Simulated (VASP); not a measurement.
# InPd (Pm-3m) in VASP: further runs

Runs on InPd. Level: r2SCAN. Tasks: single point.

Everything below comes from runs of VASP 6.6.1. Logs are shortened: lines on timing, memory, paths and dates and some standing lists are left out, and cuts for length are marked.

### Step 1. The crystal as given

The structure is cubic, space group Pm-3m (No. 221). Conventional cell: a = 3.272 Å, b = 3.272 Å, c = 3.272 Å, α = 90.00°, β = 90.00°, γ = 90.00°. Around In (site symmetry m-3m) lie 8 Pd at 2.83 Å. Around Pd (site symmetry m-3m) lie 8 In at 2.83 Å.

The cell comes from a database or a generator and needn't be the stable form of this composition.

### Step 2. Single point, r2SCAN

INCAR

```
  PREC = Accurate
  ENCUT = 250
  EDIFF = 1E-6
  ISMEAR = 0
  SIGMA = 0.15
  LREAL = F
  LASPH = T
  NELM = 100
  ALGO = Normal
  ISIF = 2
  LWAVE = F
  LCHARG = F
  METAGGA = R2SCAN
  LMIXTAU = T
  ADDGRID = F
```

KPOINTS

```
regular mesh
0
Gamma
  7 7 7
```

POSCAR

```
InPd
1.0
    3.2718847800      0.0000000000      0.0000000000
    0.0000000000      3.2718847800      0.0000000000
    0.0000000000      0.0000000000      3.2718847800
In Pd
1 1
Direct
    0.0000000000      0.0000000000      0.0000000000
    0.5000000000      0.5000000000      0.5000000000
```

Potentials or basis: VASP PAW PBE potentials, release 64 (In_d, Pd).

Started as:

```
> cat potpaw_PBE.64/In_d/POTCAR potpaw_PBE.64/Pd/POTCAR > POTCAR
> mpirun -np 1 vasp_std > vasp.out
```

OUTCAR:

```text
PREC = Accurate
   ENCUT = 250
   EDIFF = 1E-6
   ISMEAR = 0
   LREAL = F
   LASPH = T
   NELM = 100
   ISIF = 2
   METAGGA = R2SCAN

 Found     20 irreducible k-points:

 Following reciprocal coordinates:
            Coordinates               Weight
  0.000000  0.000000  0.000000      1.000000
  0.142857  0.000000  0.000000      6.000000
  0.285714  0.000000  0.000000      6.000000
  0.428571  0.000000  0.000000      6.000000
  0.142857  0.142857  0.000000     12.000000
  0.285714  0.142857  0.000000     24.000000
   k-points           NKPTS =     20   k-points in BZ     NKDIM =     20   number of bands    NBANDS=     15
   number of dos      NEDOS =    301   number of ions     NIONS =      2
   total plane-waves  NPLWV =   5832
   dimension x,y,z NGX =    18 NGY =   18 NGZ =   18
   dimension x,y,z NGXF=    36 NGYF=   36 NGZF=   36
   ions per type =               1   1
   NGX,Y,Z   is equivalent  to a cutoff of   9.15,  9.15,  9.15 a.u.
   NGXF,Y,Z  is equivalent  to a cutoff of  18.29, 18.29, 18.29 a.u.
 SYSTEM =  unknown system
   PREC   = accura    normal or accurate (medium, high low for compatibility)
   ISTART =      0    job   : 0-new  1-cont  2-samecut
   ICHARG =      2    charge: 1-file 2-atom 10-const
   ISPIN  =      1    spin polarized calculation?
   LNONCOLLINEAR =      F non collinear calculations
   LSORBIT =      F    spin-orbit coupling
   LASPH  =      T    aspherical Exc in radial PAW
   ENCUT  =  250.0 eV  18.37 Ry    4.29 a.u.   4.22  4.22  4.22*2*pi/ulx,y,z
   NELM   =    100;   NELMIN=  2; NELMDL= -5     # of ELM steps
   EDIFF  = 0.1E-05   stopping-criterion for ELM
   LREAL  =      F    real-space projection
   EDIFFG = 0.1E-04   stopping-criterion for IOM
   NSW    =      0    number of steps for IOM
   IBRION =     -1    ionic relax: 0-MD 1-quasi-New 2-CG
   NFREE  =      0    steps in history (QN), initial steepest desc. (CG)
   ISIF   =      2    stress and relaxation
   ISYM   =      2    0-nonsym 1-usesym 2-fastsym
   POTIM  = 0.5000    time-step for ionic-motion
   TEBEG  =    0.0;   TEEND  =   0.0 temperature during run
   PSTRESS=    0.0 pullay stress
   NELECT =      23.0000    total number of electrons
   NUPDOWN=      -1.0000    fix difference up-down
   EMIN   =  10.00;   EMAX   =-10.00  energy-range for DOS
   EFERMI =   0.00;   METHOD = LEGACY
   ISMEAR =     0;   SIGMA  =   0.15  broadening in eV -4-tet -1-fermi 0-gaus
   EFERMI_NEDOS =   21; number of points for ismear=-14 and -15
   IALGO  =     38    algorithm
   IMIX   =      4    mixing-type and parameters
     AMIX     =   0.40;   BMIX     =  1.00
     AMIX_MAG =   1.60;   BMIX_MAG =  1.00
  volume/ion in A,a.u.               =      17.51       118.18
  Fermi-wavevector in a.u.,A,eV,Ry     =   1.422938  2.688964 27.548447  2.024754
  Thomas-Fermi vector in A             =   2.543589
   LORBIT       =      0    0 simple, 1 ext, 2 COOP (PROOUT), +10 PAW based schemes
   METAGGA = R2SCAN    functional components
   LHFCALC =     F    Hartree Fock is set to
   AEXX    =    0.0000 exact exchange contribution
   IVDW    =     0    specifies the selected vdW correction
   LEPSILON=     F    determine dielectric tensor
   LRPA    =     F    only Hartree local field effects (RPA)
 non-spin polarized calculation
 Gauss-broadening in eV      SIGMA  =   0.15
  energy-cutoff  :      250.00
  volume of cell :       35.03
 maximum number of plane-waves:       320
 NGX is ok and might be reduce to    18
   NGX =  9   NGY =  9   NGZ =  9

 number of electron      22.9999956 magnetization

 Free energy of the ion-electron system (eV)
  ---------------------------------------------------
  ext. energy  EPLUGINS =         0.00000000
  ---------------------------------------------------
  free energy    TOTEN  =       -46.66926533 eV

  energy without entropy =      -46.66001554  energy(sigma->0) =      -46.66464044

 E-fermi :  10.6683     XC(G=0): -13.2489

 val. band max:       10.4139185289   @ k =   0.2857   0.0000   0.0000
 cond. band min:      10.7167558948   @ k =   0.4286   0.2857   0.2857
 fundamental gap:      0.3028373659
 Fermi energy:        10.6682981973

 k-point     1 :       0.0000    0.0000    0.0000
  band No.  band energies     occupation
      1      -5.1335      2.00000
      2      -5.1335      2.00000
      3      -4.7059      2.00000
      4      -4.7059      2.00000
      5      -4.7059      2.00000
      6      -0.0497      2.00000
      7       6.3987      2.00000
      8       6.3987      2.00000
      9       8.0211      2.00000
     10       8.0211      2.00000
     11       8.0211      2.00000
     12      14.9149      0.00000
     13      14.9149      0.00000
     14      14.9149      0.00000
     15      20.5163      0.00000

 k-point     2 :       0.1429    0.0000    0.0000
  band No.  band energies     occupation
      1      -5.1223      2.00000
      2      -5.0643      2.00000
      3      -4.7271      2.00000
      4      -4.7271      2.00000
      5      -4.6997      2.00000
      6       0.2891      2.00000
      7       6.4017      2.00000
      8       6.4408      2.00000
      9       7.7880      2.00000
     10       7.7880      2.00000
     11       8.0069      2.00000
     12      12.9841      0.00000
     13      15.5701      0.00000
     14      15.5701      0.00000
     15      20.8560      0.00000

 k-point     3 :       0.2857    0.0000    0.0000
  band No.  band energies     occupation
      1      -5.0963      2.00000
      2      -4.9091      2.00000
      3      -4.7742      2.00000
      4      -4.7742      2.00000
      5      -4.6857      2.00000
      6       1.2941      2.00000
      7       6.2282      2.00000
      8       6.4136      2.00000
      9       7.3442      2.00000
     10       7.3442      2.00000
     11       7.9756      2.00000
     12      10.4139      1.98353
     13      17.2733      0.00000
     14      17.2733      0.00000
     15      20.8974      0.00000

 k-point     4 :       0.4286    0.0000    0.0000
  band No.  band energies     occupation
      1      -5.0752      2.00000
      2      -4.8116      2.00000
      3      -4.8116      2.00000
      4      -4.7854      2.00000
      5      -4.6745      2.00000
      6       2.8861      2.00000
      7       4.8931      2.00000
      8       6.4247      2.00000
      9       7.0410      2.00000
     10       7.0410      2.00000
     11       7.9499      2.00000
     12       9.3083      2.00000
     13      19.5940      0.00000
     14      19.5940      0.00000
     15      20.6423      0.00000

 k-point     5 :       0.1429    0.1429    0.0000
  band No.  band energies     occupation
      1      -5.0844      2.00000
      2      -5.0218      2.00000
      3      -4.7546      2.00000
      4      -4.7331      2.00000
      5      -4.7136      2.00000
      6       0.6228      2.00000
      7       6.4291      2.00000
      8       6.5052      2.00000
      9       7.5396      2.00000
     10       7.6896      2.00000
     11       7.9278      2.00000
     12      13.4359      0.00000
     13      13.6251      0.00000
     14      16.1447      0.00000
     15      21.0018      0.00000

 k-point     6 :       0.2857    0.1429    0.0000
  band No.  band energies     occupation
      1      -5.0521      2.00000
      2      -4.8744      2.00000
      3      -4.8150      2.00000
      4      -4.7782      2.00000
      5      -4.7128      2.00000
      6       1.6022      2.00000
      7       6.2548      2.00000
      8       6.5393      2.00000
      9       7.2102      2.00000
     10       7.3790      2.00000
     11       7.8849      2.00000
     12      10.7828      0.28039
     13      14.9072      0.00000
     14      17.6787      0.00000
     15      20.7293      0.00000

 [... further k-points ...]

------------------------ aborting loop because EDIFF is reached ----------------------------------------

  FORCE on cell =-STRESS in cart. coord.  units (eV):
  Direction    XX          YY          ZZ          XY          YZ          ZX
  --------------------------------------------------------------------------------------
  -------------------------------------------------------------------------------------
  Total       -0.3996547     -0.3996547     -0.3996547     -0.0000000      0.0000000     -0.0000000
  in kB      -18.2810643    -18.2810643    -18.2810643     -0.0000000      0.0000000     -0.0000000
  external PRESSURE =     -18.2810643 kB  Pullay stress =       0.0000000 kB

 VOLUME and BASIS-vectors are now :
 -----------------------------------------------------------------------------
  energy-cutoff  :      250.00
  volume of cell :       35.03
      direct lattice vectors                 reciprocal lattice vectors
     3.271884780  0.000000000  0.000000000     0.305634234  0.000000000  0.000000000
     0.000000000  3.271884780  0.000000000     0.000000000  0.305634234  0.000000000
     0.000000000  0.000000000  3.271884780     0.000000000  0.000000000  0.305634234

 POSITION                                       TOTAL-FORCE (eV/Angst)
 -----------------------------------------------------------------------------------
      0.00000      0.00000      0.00000         0.000000      0.000000      0.000000
      1.63594      1.63594      1.63594         0.000000      0.000000      0.000000
 -----------------------------------------------------------------------------------
    total drift:                                0.000000     -0.000000      0.000000

  FREE ENERGIE OF THE ION-ELECTRON SYSTEM (eV)
  ---------------------------------------------------
  free  energy   TOTEN  =       -46.6692653314 eV

  energy  without entropy=      -46.6600155438  energy(sigma->0) =      -46.66464044
```

Wall time 11 s (1 thread of Intel Xeon 6975P-C (Granite Rapids), shared host); peak memory 0.12 GiB.

These settings aren't checked as converged: the numbers below hold their error.

Results:

```yaml
Free_energy: -46.6693 eV
Band_gap_on_the_k_mesh: none (metal or under the smearing width)
```

Caveat: the cutoff is under 1.25 times the usual one of these potentials, so pressure, stress and relaxed cells hold a basis-set (Pulay) error; the PAW data sets were made with another functional, which shifts forces and pressure a little.

### Step 3. Single point, r2SCAN

INCAR is that of step 2.

KPOINTS is that of step 2.

POSCAR

```
InPd
1.0
    3.2718847800      0.0000000000      0.0000000000
    0.0000000000      3.2718847800      0.0000000000
    0.0000000000      0.0000000000      3.2718847800
In Pd
1 1
Direct
    0.0076950000     -0.0345290000      0.0307480000
    0.5133770000      0.5169540000      0.5028010000
```

Potentials or basis: VASP PAW PBE potentials, release 64 (In_d, Pd).

Started as:

```
> cat potpaw_PBE.64/In_d/POTCAR potpaw_PBE.64/Pd/POTCAR > POTCAR
> mpirun -np 1 vasp_std > vasp.out
```

Wall time 53 s (1 thread of Intel Xeon 6975P-C (Granite Rapids), shared host); peak memory 0.15 GiB.

The run converged, but some of its settings lie outside the range that counts as converged, so its numbers aren't taken as properties of the crystal.

What came out:

- Free energy: -46.5921 eV
- Largest force: 0.829 eV/Å
- Band gap on the k mesh: none (metal or under the smearing width)

Caveat: the cutoff is under 1.25 times the usual one of these potentials, so pressure, stress and relaxed cells hold a basis-set (Pulay) error; the PAW data sets were made with another functional, which shifts forces and pressure a little.

### Step 4. Single point, r2SCAN

Edit INCAR of step 3 so:

```diff
@@ -1,3 +1,3 @@
   PREC = Accurate
-  ENCUT = 250
+  ENCUT = 350
   EDIFF = 1E-6
```

KPOINTS

```
regular mesh
0
Gamma
  6 6 6
```

POSCAR

```
InPd
1.0
    3.2718847800      0.0000000000      0.0000000000
    0.0000000000      3.2718847800      0.0000000000
    0.0000000000      0.0000000000      3.2718847800
In Pd
1 1
Direct
    0.0000000000      0.0000000000      0.0000000000
    0.5000000000      0.5000000000      0.5000000000
```

Started as:

```
> cat potpaw_PBE.64/In_d/POTCAR potpaw_PBE.64/Pd/POTCAR > POTCAR
> mpirun -np 1 vasp_std > vasp.out
```

Wall time 14 s (1 thread of Intel Xeon 6975P-C (Granite Rapids), shared host); peak memory 0.12 GiB.

These settings aren't checked as converged: the numbers below hold their error.

Results:

```yaml
Free_energy: -46.6166 eV
Pressure: -0.5 GPa
Band_gap_on_the_k_mesh: none (metal or under the smearing width)
```

Caveat: the PAW data sets were made with another functional, which shifts forces and pressure a little.

### Step 5. Single point, r2SCAN

INCAR is that of step 4.

KPOINTS is that of step 4.

POSCAR

```
InPd
1.0
    3.2718847800      0.0000000000      0.0000000000
    0.0000000000      3.2718847800      0.0000000000
    0.0000000000      0.0000000000      3.2718847800
In Pd
1 1
Direct
    0.0076950000     -0.0345290000      0.0307480000
    0.5133770000      0.5169540000      0.5028010000
```

Started as:

```
> cat potpaw_PBE.64/In_d/POTCAR potpaw_PBE.64/Pd/POTCAR > POTCAR
> mpirun -np 1 vasp_std > vasp.out
```

Wall time 50 s (1 thread of Intel Xeon 6975P-C (Granite Rapids), shared host); peak memory 0.15 GiB.

These settings aren't checked as converged: the numbers below hold their error.

What came out:

```yaml
Free_energy: -46.5388 eV
Pressure: 1.4 GPa
Largest_force: 0.835 eV/Å
Band_gap_on_the_k_mesh: none (metal or under the smearing width)
```

Caveat: the PAW data sets were made with another functional, which shifts forces and pressure a little.

### Step 6. Single point, r2SCAN

Edit INCAR of step 5 so:

```diff
@@ -1,3 +1,3 @@
   PREC = Accurate
-  ENCUT = 350
+  ENCUT = 400
   EDIFF = 1E-6
```

KPOINTS is that of step 5.

POSCAR

```
InPd
1.0
    3.2718847800      0.0000000000      0.0000000000
    0.0000000000      3.2718847800      0.0000000000
    0.0000000000      0.0000000000      3.2718847800
In Pd
1 1
Direct
    0.0000000000      0.0000000000      0.0000000000
    0.5000000000      0.5000000000      0.5000000000
```

Potentials or basis: VASP PAW PBE potentials, release 64 (In_d, Pd).

Started as:

```
> cat potpaw_PBE.64/In_d/POTCAR potpaw_PBE.64/Pd/POTCAR > POTCAR
> mpirun -np 1 vasp_std > vasp.out
```

It took 15 s on 1 thread of Intel Xeon 6975P-C (Granite Rapids), shared host; peak memory 0.14 GiB.

These settings aren't checked as converged: the numbers below hold their error.

Results:

- Free energy: -46.6123 eV
- Pressure: 0.1 GPa
- Band gap on the k mesh: none (metal or under the smearing width)

Caveat: the PAW data sets were made with another functional, which shifts forces and pressure a little.

### Step 7. The reference run

An earlier run on the cell as given: functional PBE; potentials or basis VASP PAW PBE potentials, release 64 (In_d, Pd); cutoff 520 eV; k mesh 8 × 8 × 8; occupations fermi-dirac, width 0.05 eV; no spin polarisation.

- Pressure: 3.7 GPa
- Band gap on the k mesh: none (metal or under the smearing width)
